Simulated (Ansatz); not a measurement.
# SnO2 (Cassiterite) (P4_2/mnm) in Ansatz: a series of runs

The runs below take SnO2 (Cassiterite) through relaxation of cell and atoms, with LDA, r2SCAN, SVWN5.

Everything below comes from runs of Ansatz 0.2.0. Logs are shortened: lines on timing, memory, paths and dates and some standing lists are left out, and cuts for length are marked.

### Step 1. Starting point

The structure is tetragonal, space group P4_2/mnm (No. 136). The conventional cell has a = 4.738 Å, b = 4.738 Å, c = 3.187 Å, α = 90.00°, β = 90.00°, γ = 90.00°. Sn (site symmetry mmm) is surrounded by 6 O at 2.05 to 2.06 Å. O (site symmetry m2m) has 3 Sn at 2.05 to 2.06 Å as nearest neighbours.

### Step 2. Relaxation of cell and atoms, LDA

input.yaml reads:

```yaml
crystal:
  lattice:
    - [4.738, 0.0, 0.0]
    - [0.0, 4.738, 0.0]
    - [0.0, 0.0, 3.1865]
  atoms:
    - { symbol: Sn, position: [0.5, 0.5, 0.5] }
    - { symbol: Sn, position: [0.0, 0.0, 0.0] }
    - { symbol: O, position: [0.8071, 0.1929, 0.5] }
    - { symbol: O, position: [0.6929, 0.6929, 0.0] }
    - { symbol: O, position: [0.1929, 0.8071, 0.5] }
    - { symbol: O, position: [0.3071, 0.3071, 0.0] }
hamiltonian:
  xc: lda
  pseudopotentials: { kind: paw }
kpoints:
  mp_grid: { grid: [6, 6, 8] }
scf:
  occupations: { method: fermi_dirac, width: 0.05 }
output:
  forces: true
  stress: true
relax:
  f_tol: 0.01
  max_steps: 40
  cell: { stress_tol: 0.05 }
```

Potentials or basis: Ansatz PAW.

Command:

```sh
ansatz run input.yaml --threads 2 --pin off --max-ram 5120MiB --backend cpu --events-out ev --progress --plain --runs-dir out
```

What it wrote:

```text
Warning: RAYON_NUM_THREADS=2 ignored (pool sized by the plan → 2); use --threads N
Engine: ansatz 0.2.0, aarch64-unknown-linux-gnu
Pseudopotentials: kind: paw
Pseudopotential: Sn, paw, valence charge 14, recommended cutoff 420 eV (normal), Sn.paw.azcp
Pseudopotential: O, paw, valence charge 6, recommended cutoff 420 eV (normal), O.paw.azcp
Functional definition: SPW92
  exchange = slater_x
  correlation = pw_c
Crystal: 6 atoms, lattice volume = 71.533 Å³
Basis set: ecut = 420 eV, 1411 PW (Γ)
Bands: 32, of which v1, the nominal top of the filled ones, is band 26 counted from 1 (25 counted from 0)
Symmetry: 16 space group operations
Space group: P42/mnm (ITA 136), of the structure as read, at distance tolerance 4.2e-5 Å
k-points: 50 of 288
Non-local potential: Sn, projectors of the file, l = 0: 2, l = 1: 2, l = 2: 2, l = 3: 2
Non-local potential: O, projectors of the file, l = 0: 2, l = 1: 2, l = 2: 1
PAW form: soft (Blöchl's): semilocal exchange-correlation on the pseudo side does not see the compensation charge
PAW frozen core: Sn, regenerated for the run's functional, and the local potential with it (the file was generated under x = pbe(κ = 0.804, μ = 0.2195149727645171), c = pbe(β = 0.06672455060314922))
PAW frozen core: O, regenerated for the run's functional, and the local potential with it (the file was generated under x = pbe(κ = 0.804, μ = 0.2195149727645171), c = pbe(β = 0.06672455060314922))
PAW one-centre angular grid: Sn, 590 points (default); XC on 64 Gauss nodes
PAW one-centre angular grid: O, 110 points (default); XC on 64 Gauss nodes
Initial density: superposition of atomic densities (neutral atoms: chi_scale 0, normalization atom), corrected by the library's trained network
Initial wavefunctions: pseudopotential atomic-orbital guess
Functional: x = slater, c = lda
SCF iter   1: F=—  HF=-13980.423391 eV  |F-HF|=—  |Δ(HF+E_count)|=         —  Δρ=1.88e-2  dr2=2.11e-1  ethr=1.77e-3  ⟨swp⟩=6.0  Hψ=7003  notcnv=0  defer=6
preconditioner: auto → Resta (q_TF=auto, 2.587 Å⁻¹)  ε∞=3.7  [insulator: Δε(μ)=0.964 eV  Ē_g=19.404 eV  σ=0.050 eV  W_gap=1.00  n_scr=18 (ndim 8)  ℏωp=31.7 eV  f_vac=0.027  D(μ)=0.00/eV (n_scr^D=0)  ε∞_Penn≈3.7]
SCF iter   2: F=—  HF=-13980.362057 eV  |F-HF|=—  |Δ(HF+E_count)|=   6.13e-2  Δρ=4.91e-3  dr2=6.82e-3  ethr=4.06e-4  ⟨swp⟩=2.3  Hψ=2774  notcnv=0  defer=88
SCF iter   3: F=—  HF=-13980.359653 eV  |F-HF|=—  |Δ(HF+E_count)|=   2.40e-3  Δρ=2.11e-3  dr2=1.71e-3  ethr=1.31e-5  ⟨swp⟩=2.6  Hψ=2755  notcnv=0  defer=88
SCF iter   4: F=—  HF=-13980.359098 eV  |F-HF|=—  |Δ(HF+E_count)|=   5.55e-4  Δρ=3.68e-4  dr2=6.97e-5  ethr=3.29e-6  ⟨swp⟩=2.0  Hψ=2734  notcnv=0  defer=88
SCF iter   5: F=—  HF=-13980.359095 eV  |F-HF|=—  |Δ(HF+E_count)|=   3.62e-6  Δρ=7.55e-5  dr2=2.95e-6  ethr=1.34e-7  ⟨swp⟩=1.3  Hψ=1703  notcnv=0  defer=88
SCF iter   6: F=-13980.359096 eV  HF=-13980.359096 eV  |F-HF|=3.64e-8  |Δ(HF+E_count)|=   8.10e-7  Δρ=1.08e-5  dr2=8.43e-8  ethr=1.92e-10  ⟨swp⟩=4.2  Hψ=7066  notcnv=0
SCF 1 converged in 6 iterations: F = -13980.359096 eV  dr2 = 8.43e-8
relax step   1: F+E_penalty+E_count = -13980.35909563 eV  Δ(F+E_penalty+E_count) = +0.000e0 eV  max|allowed force component| = 1.096e-1 eV/Å  Δτ_max = 0.0000 Å  P = -0.738 GPa  Ω = 71.533 Å³  (6 SCF iters, dr2 threshold 1.00e-7 eV, accepted)
Crystal: 6 atoms, lattice volume = 71.244 Å³
Initial density: handed on by an earlier stage of this run
[... 48 lines left out ...]
iter 1 solved again at ethr=2.04e-8 eV; its pass at ethr=3.10e-3 eV (dr2=1.06e-5 eV) is discarded
SCF iter   1: F=—  HF=-13980.362859 eV  |F-HF|=—  |Δ(HF+E_count)|=         —  Δρ=3.72e-6  dr2=4.91e-9  ethr=2.04e-8  ⟨swp⟩=3.7  Hψ=11738  notcnv=0
SCF iter   2: F=—  HF=-13980.362861 eV  |F-HF|=—  |Δ(HF+E_count)|=   2.04e-6  Δρ=1.84e-6  dr2=1.94e-9  ethr=9.43e-12  ⟨swp⟩=3.2  Hψ=3524  notcnv=0
SCF iter   3: F=—  HF=-13980.362861 eV  |F-HF|=—  |Δ(HF+E_count)|=  1.35e-10  Δρ=9.46e-7  dr2=4.97e-10  ethr=3.73e-12  ⟨swp⟩=2.2  Hψ=1977  notcnv=0
SCF iter   4: F=-13980.362861 eV  HF=-13980.362861 eV  |F-HF|=2.18e-11  |Δ(HF+E_count)|=  2.91e-11  Δρ=2.24e-7  dr2=3.34e-11  ethr=1.00e-12  ⟨swp⟩=3.1  Hψ=6061  notcnv=0
SCF 7 converged in 4 iterations: F = -13980.362861 eV  dr2 = 3.34e-11
relax step   7: F+E_penalty+E_count = -13980.36286145 eV  Δ(F+E_penalty+E_count) = +1.285e-4 eV  max|allowed force component| = 4.134e-6 eV/Å  Δτ_max = 0.0000 Å  P = -0.004 GPa  Ω = 71.148 Å³  stress off target by 4.62e-3 GPa  SCF on the basis re-selected at this cell (its energy is not comparable with the rows above)  (4 SCF iters)
basis re-selected at this cell: Δ(F+E_penalty+E_count) = +1.285e-4 eV, ΔP = -0.002 GPa vs the last step (what re-selecting the basis moved, of the pressure what is left beyond the Pulay correction that the steps carried, after the strain that the cell walked since its last selection, with what the two solves' SCF thresholds leave and, on support functions, any second-order correction that the steps lacked; it is no measure of the basis error at this ecutwfc). This SCF's stress stands 4.62e-3 GPa from its target on what of the cell is left free (relax.cell.stress_tol is 5.00e-2 GPa) and its largest allowed force component is 4.13e-6 eV/Å (relax.f_tol is 1.00e-2 eV/Å): within both
SCF converged after 4 iterations
Free energy (F): -13980.362861 eV
Harris-Foulkes:  -13980.362861 eV  (|F-HF|=2.18e-11)
Internal energy: -13980.362861 eV  (E = F + TS)
E sigma→0 (E₀):  -13980.362861 eV
Entropy (-TS):   -0.000000 eV (-0.000 meV/atom)
Fermi energy:    9.836353 eV
--- Per-component energies (eV) ---
  E_band       = -127.161841
  E_kinetic    = 1081.632215
  E_local      = -2850.532820  (includes V_loc(G=0)·N_el)
  E_nonlocal   = 151.070270
  E_hartree    = 1475.024300
  E_xc         = -1042.092264
  E_vxc        = -564.547063  (∫ρ·V_xc dr)
  E_paw        = -8602.798949  (= ΣΔE_a)
  E_vpaw       = -894.843153  (= ΣTr[D̂ρ^β])
  E_aug_tail   = 0.010192  (compensation charges beyond the density's cutoff)
  E_ewald      = -4193.913288
  E_core_change = 1.237482  (= ΣΔE_core)
  E_smearing   = -0.000000  (= −TS)
  E_closure    = -0.000000  (closes the sum)
  Σ components = -13980.362861   (vs F -13980.362861, Δ=0.00e0)
--- Forces (eV/Å), atoms counted from 1 ---
  atom   1  Sn     0.00000000     0.00000000     0.00000000
  atom   2  Sn    -0.00000000    -0.00000000    -0.00000000
  atom   3  O     -0.00000413     0.00000413     0.00000000
  atom   4  O      0.00000413     0.00000413    -0.00000000
  atom   5  O      0.00000413    -0.00000413    -0.00000000
  atom   6  O     -0.00000413    -0.00000413     0.00000000
  max |Σ_I F_I| component: 1.73e-18 eV/Å
--- Stress (GPa, compression-positive) ---
       -0.004615      -0.000000       0.000000
       -0.000000      -0.004615      -0.000000
        0.000000      -0.000000      -0.001770
  P = ⅓ Tr σ = -0.0037 GPa (-0.037 kbar)
--- Relaxed structure (5 steps of the walk, 5 accepted, 2 SCFs on fresh bases) ---
  F+E_penalty+E_count = -13980.36286145 eV   max|allowed force component| = 4.134e-6 eV/Å   (the final SCF, on the basis selected at the relaxed cell)
  cell:  # Å, volume = 71.1477 Å³
    - [4.722279448728651, 1.6486512399267366e-34, -1.5387403187175705e-33]
    - [1.6486512399267366e-34, 4.722279448728651, 8.243256199633683e-35]
    - [-9.978389916935662e-34, 5.54392905870256e-35, 3.1904903019645365]
  atoms:
    - { symbol: Sn, position: [0.5000000000000001, 0.5000000000000001, 0.5000000000000001] }
    - { symbol: Sn, position: [1.525541258597873e-20, 7.627706292989461e-21, 8.472294254260939e-35] }
    - { symbol: O, position: [0.8060685297611456, 0.1939314702388544, 0.5000000000000001] }
    - { symbol: O, position: [0.6939314702388545, 0.6939314702388545, -3.9886757133282965e-36] }
    - { symbol: O, position: [0.1939314702388544, 0.8060685297611456, 0.5000000000000001] }
    - { symbol: O, position: [0.3060685297611457, 0.3060685297611457, -1.0692605015345104e-34] }
```

Run time: 14 s. Hardware: 2 threads of Arm Neoverse V2, shared host; peak memory 0.38 GiB.

Results:

```yaml
Free_energy: -13980.3629 eV
Relaxed_volume: 11.86 Å³/atom
Relaxed_cell: a = 4.722 Å, b = 4.722 Å, c = 3.190 Å, α = 90.00°, β = 90.00°, γ = 90.00°
Space_group_after_relaxing_to_0.05_Å: P4_2/mnm (No. 136)
Energy_gained_by_relaxing: 0.6 meV/atom
Ionic_steps: 7
Pressure_after_relaxing: 0.0 GPa
Band_gap_on_the_k_mesh: 1.16 eV
```

The path:
| step | energy change (eV) | largest force (eV/Å) | volume (Å³) |
| --- | --- | --- | --- |
| 1 | 0.0000 | 0.1550 | 71.53 |
| 2 | -0.0049 | 0.0551 | 71.24 |
| 3 | -0.0064 | 0.0044 | 71.14 |
| 4 | -0.0062 | 0.0021 | 71.17 |
| 5 | -0.0037 | 0.0016 | 71.17 |
| 6 | -0.0039 | 0.0000 | 71.15 |
| 7 | -0.0038 | 0.0000 | 71.15 |

Final structure:
```yaml
crystal:
  lattice:
    - [4.72228, 0.00000, 0.00000]
    - [0.00000, 4.72228, 0.00000]
    - [0.00000, 0.00000, 3.19049]
  atoms:
    - { symbol: Sn, position: [0.50000, 0.50000, 0.50000] }
    - { symbol: Sn, position: [0.00000, 0.00000, 0.00000] }
    - { symbol: O, position: [0.80607, 0.19393, 0.50000] }
    - { symbol: O, position: [0.69393, 0.69393, 0.00000] }
    - { symbol: O, position: [0.19393, 0.80607, 0.50000] }
    - { symbol: O, position: [0.30607, 0.30607, 0.00000] }
```

Caveat: the plane-wave basis is chosen anew once the cell has moved, so the energies of steps on either side of that aren't comparable; the pressure holds a Pulay correction of +1.1 GPa for the finite cutoff; spin-orbit coupling is left out, which moves the levels of the heavy elements; the PAW data sets come from PBE, with cores solved anew for the run's functional, which leaves a small shift of forces and pressure. A k mesh can miss the band edges.

### Step 3. Relaxation of cell and atoms, r2SCAN

input.yaml: that of step 2 with these lines changed.

```diff
@@ -13,3 +13,3 @@
 hamiltonian:
-  xc: lda
+  xc: r2scan
   pseudopotentials: { kind: paw }
```

Potentials or basis: Ansatz PAW.

Command:

```sh
ansatz run input.yaml --threads 2 --pin off --max-ram 5120MiB --backend cpu --events-out ev --progress --plain --runs-dir out
```

What it wrote:

```text
Warning: RAYON_NUM_THREADS=2 ignored (pool sized by the plan → 2); use --threads N
[... 2 set-up lines as earlier in the session ...]
Pseudopotential: Sn, paw, valence charge 14, recommended cutoff 500 eV (meta_gga), Sn.paw.azcp
Pseudopotential: O, paw, valence charge 6, recommended cutoff 500 eV (meta_gga), O.paw.azcp
Functional definition: r2SCAN
  parameter k0 = 0.174
  parameter k1 = 0.065
  parameter a1 = 4.9479
  exchange = r2scan_x(k0 = k0, k1 = k1, a1 = a1)
  correlation = r2scan_c
Crystal: 6 atoms, lattice volume = 71.533 Å³
Basis set: ecut = 500 eV, 1835 PW (Γ), exchange–correlation on 144×144×96 points (64 copies of the dense FFT grid, shifted against one another)
Bands: 32, of which v1, the nominal top of the filled ones, is band 26 counted from 1 (25 counted from 0)
[... 2 set-up lines as earlier in the session ...]
k-points: 50 of 288
[... 3 set-up lines as earlier in the session ...]
PAW frozen core: Sn, regenerated for the run's functional (the file was generated under x = pbe(κ = 0.804, μ = 0.2195149727645171), c = pbe(β = 0.06672455060314922))
PAW frozen core: O, regenerated for the run's functional (the file was generated under x = pbe(κ = 0.804, μ = 0.2195149727645171), c = pbe(β = 0.06672455060314922))
PAW one-centre angular grid: Sn, 590 points (default); XC on 249 of its mesh's 2787 points in the sphere
PAW one-centre angular grid: O, 302 points (default); XC on 160 Gauss nodes
[... 2 set-up lines as earlier in the session ...]
Functional: x = r2scan, c = r2scan; τ floored in thin density (d = 2e-4 eV/Å³)
[... 77 lines left out ...]
--- Per-component energies (eV) ---
  E_band       = -164.950164
  E_kinetic    = 1085.742988
  E_local      = -2885.546892  (includes V_loc(G=0)·N_el)
  E_nonlocal   = 131.540864
  E_hartree    = 1502.082692
  E_xc         = -1035.811443
  E_vxc        = -622.679725  (∫ρ·V_xc dr)
  E_paw        = -8986.292925  (= ΣΔE_a)
  E_vpaw       = -917.473606  (= ΣTr[D̂ρ^β])
  E_aug_tail   = 0.003909  (compensation charges beyond the density's cutoff)
  E_vtau       = 39.297013  (kinetic-family band-sum trace: ∫τ·v_τ [+ j·A + Jᵃ·Aᵃ] dr)
  E_ewald      = -4165.490028
  E_core_change = 1.342876  (= ΣΔE_core)
  E_smearing   = -0.000000  (= −TS)
  E_closure    = -0.000000  (closes the sum)
  Σ components = -14352.427958   (vs F -14352.427958, Δ=0.00e0)
--- Forces (eV/Å), atoms counted from 1 ---
  atom   1  Sn     0.00000000    -0.00000000     0.00000000
  atom   2  Sn    -0.00000000     0.00000000    -0.00000000
  atom   3  O     -0.00000254     0.00000254     0.00000000
  atom   4  O      0.00000254     0.00000254    -0.00000000
  atom   5  O      0.00000254    -0.00000254    -0.00000000
  atom   6  O     -0.00000254    -0.00000254     0.00000000
  max |Σ_I F_I| component: 1.73e-18 eV/Å
--- Stress (GPa, compression-positive) ---
       -0.002545      -0.000000       0.000000
       -0.000000      -0.002545       0.000000
        0.000000       0.000000      -0.005884
  P = ⅓ Tr σ = -0.0037 GPa (-0.037 kbar)
--- Relaxed structure (5 steps of the walk, 5 accepted, 1 SCFs on fresh bases) ---
  F+E_penalty+E_count = -14352.42795796 eV   max|allowed force component| = 2.544e-6 eV/Å   (the final SCF, on the basis selected at the relaxed cell)
  cell:  # Å, volume = 72.5210 Å³
    - [4.759948063152336, 4.396403306471297e-34, -1.0441457459800244e-33]
    - [4.396403306471297e-34, 4.759948063152336, -3.357409556309135e-34]
    - [-6.283119071152625e-34, -2.25799610620073e-34, 3.2008058021944192]
  atoms:
    - { symbol: Sn, position: [0.5, 0.5, 0.5] }
    - { symbol: Sn, position: [8.390476922288261e-20, 7.113502327306169e-35, -1.0250453648543027e-35] }
    - { symbol: O, position: [0.8059108152226231, 0.1940891847773772, 0.5] }
    - { symbol: O, position: [0.6940891847773772, 0.6940891847773772, 1.4421467942168128e-34] }
    - { symbol: O, position: [0.1940891847773772, 0.8059108152226231, 0.5] }
    - { symbol: O, position: [0.3059108152226229, 0.3059108152226229, -1.4441178619384603e-35] }
```

Wall time 29 s (2 threads of Arm Neoverse V2, shared host); peak memory 0.54 GiB.

What came out:

```yaml
Free_energy: -14352.4280 eV
Relaxed_volume: 12.09 Å³/atom
Relaxed_cell: a = 4.760 Å, b = 4.760 Å, c = 3.201 Å, α = 90.00°, β = 90.00°, γ = 90.00°
Space_group_after_relaxing_to_0.05_Å: P4_2/mnm (No. 136)
Energy_gained_by_relaxing: 2.3 meV/atom
Ionic_steps: 6
Pressure_after_relaxing: 0.0 GPa
Band_gap_on_the_k_mesh: 1.77 eV
```

Step by step:
| step | energy change (eV) | largest force (eV/Å) | volume (Å³) |
| --- | --- | --- | --- |
| 1 | 0.0000 | 0.2423 | 71.53 |
| 2 | -0.0121 | 0.0190 | 72.59 |
| 3 | -0.0132 | 0.0335 | 72.59 |
| 4 | -0.0134 | 0.0160 | 72.54 |
| 5 | -0.0134 | 0.0000 | 72.52 |
| 6 | -0.0139 | 0.0000 | 72.52 |

Final structure:
```
CELL_PARAMETERS angstrom
4.75995 0.00000 0.00000
0.00000 4.75995 0.00000
0.00000 0.00000 3.20081
ATOMIC_POSITIONS crystal
Sn 0.50000 0.50000 0.50000
Sn 0.00000 0.00000 0.00000
O 0.80591 0.19409 0.50000
O 0.69409 0.69409 0.00000
O 0.19409 0.80591 0.50000
O 0.30591 0.30591 0.00000
```

Caveat: the plane-wave basis is chosen anew once the cell has moved, so the energies of steps on either side of that aren't comparable; spin-orbit coupling is left out, which moves the levels of the heavy elements; the PAW data sets come from PBE, with cores solved anew for the run's functional, which leaves a small shift of forces and pressure. r2SCAN opens gaps a little over a GGA but as a rule still falls short of measured ones.

### Step 4. Relaxation of cell and atoms, SVWN5

input.yaml: that of step 3 with these lines changed.

```diff
@@ -13,3 +13,3 @@
 hamiltonian:
-  xc: r2scan
+  xc: { exchange: slater, correlation: vwn5 }
   pseudopotentials: { kind: paw }
```

Command:

```sh
ansatz run input.yaml --threads 2 --pin off --max-ram 5120MiB --backend cpu --events-out ev --progress --plain --runs-dir out
```

It took 14 s on 2 threads of Arm Neoverse V2, shared host; peak memory 0.37 GiB.

Results (log left out):

| Quantity | Value |
| --- | --- |
| Free energy | -13981.7741 eV |
| Relaxed volume | 11.85 Å³/atom |
| Relaxed cell | a = 4.721 Å, b = 4.721 Å, c = 3.190 Å, α = 90.00°, β = 90.00°, γ = 90.00° |
| Space group after relaxing (to 0.05 Å) | P4_2/mnm (No. 136) |
| Energy gained by relaxing | 0.7 meV/atom |
| Ionic steps | 7 |
| Pressure after relaxing | 0.0 GPa |
| Band gap on the k mesh | 1.17 eV |

The path:
| step | energy change (eV) | largest force (eV/Å) | volume (Å³) |
| --- | --- | --- | --- |
| 1 | 0.0000 | 0.1532 | 71.53 |
| 2 | -0.0053 | 0.0553 | 71.21 |
| 3 | -0.0069 | 0.0075 | 71.10 |
| 4 | -0.0067 | 0.0031 | 71.14 |
| 5 | -0.0040 | 0.0026 | 71.14 |
| 6 | -0.0042 | 0.0000 | 71.11 |
| 7 | -0.0040 | 0.0001 | 71.11 |

Final structure:
```cif
data_structure
_symmetry_space_group_name_H-M 'P 1'
_symmetry_Int_Tables_number 1
_cell_length_a 4.7214
_cell_length_b 4.7214
_cell_length_c 3.1899
_cell_angle_alpha 90.000
_cell_angle_beta 90.000
_cell_angle_gamma 90.000
_cell_volume 71.11
loop_
_atom_site_label
_atom_site_type_symbol
_atom_site_fract_x
_atom_site_fract_y
_atom_site_fract_z
_atom_site_occupancy
Sn1 Sn 0.50000 0.50000 0.50000 1
Sn2 Sn 0.00000 0.00000 0.00000 1
O1 O 0.80607 0.19393 0.50000 1
O2 O 0.69393 0.69393 0.00000 1
O3 O 0.19393 0.80607 0.50000 1
O4 O 0.30607 0.30607 0.00000 1
```

Caveat: the plane-wave basis is chosen anew once the cell has moved, so the energies of steps on either side of that aren't comparable; the pressure holds a Pulay correction of +1.1 GPa for the finite cutoff; spin-orbit coupling is left out, which moves the levels of the heavy elements; the PAW data sets come from PBE, with cores solved anew for the run's functional, which leaves a small shift of forces and pressure.

### Step 5. Overview

```csv
level,cutoff (eV),gap on the mesh (eV),pressure (GPa),relaxed volume (Å³/atom)
LDA,420,1.16,0.0,11.86
r2SCAN,500,1.77,0.0,12.09
SVWN5,420,1.17,0.0,11.85
```

Alike in all rows: task relaxation of cell and atoms; potentials or basis Ansatz PAW; no spin polarisation; cell relaxed; k mesh 6 × 6 × 8; smearing fermi-dirac 0.05 eV.

Caveats: the plane-wave basis is chosen anew once the cell has moved, so the energies of steps on either side of that aren't comparable; spin-orbit coupling is left out, which moves the levels of the heavy elements; the PAW data sets come from PBE, with cores solved anew for the run's functional, which leaves a small shift of forces and pressure.

Absolute energies hang on the potentials; compare differences alone.
